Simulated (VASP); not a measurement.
Here is a VASP 6.6.1 calculation.

The input INCAR:

```
PREC = Accurate
ENCUT = 600
EDIFF = 1E-7
ISMEAR = 1
SIGMA = 0.1
LREAL = F
LASPH = T
NELM = 80
ALGO = Normal
ISIF = 3
LWAVE = F
LCHARG = F
GGA = PE
IVDW = 12
IBRION = 2
NSW = 90
EDIFFG = -0.005
KPAR = 4
```

The input KPOINTS:

```
regular mesh
0
Gamma
  9 9 6
```

POSCAR

```
TaSi2                                   
1.0
    4.7483893870      0.0000000000     -0.0000000000
   -2.3741946935      4.1122258362     -0.0000000000
   -0.0000000000     -0.0000000000      6.5431308200
  Ta              Si            
     3     6
Direct
     0.5000000000000000    0.0000000000000000    0.5000000000000000
     0.5000000000000000    0.5000000000000000    0.8333333332999970
     0.0000000000000000    0.5000000000000000    0.1666666667000030
     0.1589825922242076    0.3179651844484223    0.5000000000000000
     0.8410174077757921    0.1589825922242076    0.8333333332999970
     0.6820348155515774    0.8410174077757924    0.1666666667000030
     0.8410174077757924    0.6820348155515776    0.5000000000000000
     0.1589825922242079    0.8410174077757924    0.8333333332999970
     0.3179651844484225    0.1589825922242076    0.1666666667000030
```

Potentials or basis: VASP PAW PBE potentials, release 64 (Ta_pv, Si).

Run with:

```sh
$ cat potpaw_PBE.64/Ta_pv/POTCAR potpaw_PBE.64/Si/POTCAR > POTCAR
$ mpirun -np 4 vasp_std > vasp.out
```

What does it give for the relaxed cell?

a = 4.748 Å, b = 4.748 Å, c = 6.542 Å, α = 90.00°, β = 90.00°, γ = 120.00°.

Estimate the dispersion energy per atom.

-0.563 eV.

What does it give for the band gap on the k mesh?

None (metal or under the smearing width).

Predict the space group after relaxing (to 0.05 Å).

P6_222 (No. 180).

Final structure:
```cif
data_structure
_symmetry_space_group_name_H-M 'P 1'
_symmetry_Int_Tables_number 1
_cell_length_a 4.7477
_cell_length_b 4.7477
_cell_length_c 6.5417
_cell_angle_alpha 90.000
_cell_angle_beta 90.000
_cell_angle_gamma 120.000
_cell_volume 127.70
loop_
_atom_site_label
_atom_site_type_symbol
_atom_site_fract_x
_atom_site_fract_y
_atom_site_fract_z
_atom_site_occupancy
Ta1 Ta 0.50000 0.00000 0.50000 1
Ta2 Ta 0.50000 0.50000 0.83333 1
Ta3 Ta 0.00000 0.50000 0.16667 1
Si1 Si 0.15896 0.31793 0.50000 1
Si2 Si 0.84104 0.15896 0.83333 1
Si3 Si 0.68207 0.84104 0.16667 1
Si4 Si 0.84104 0.68207 0.50000 1
Si5 Si 0.15896 0.84104 0.83333 1
Si6 Si 0.31793 0.15896 0.16667 1
```

 The run has no spin-orbit coupling, so splittings on Ta are missing.
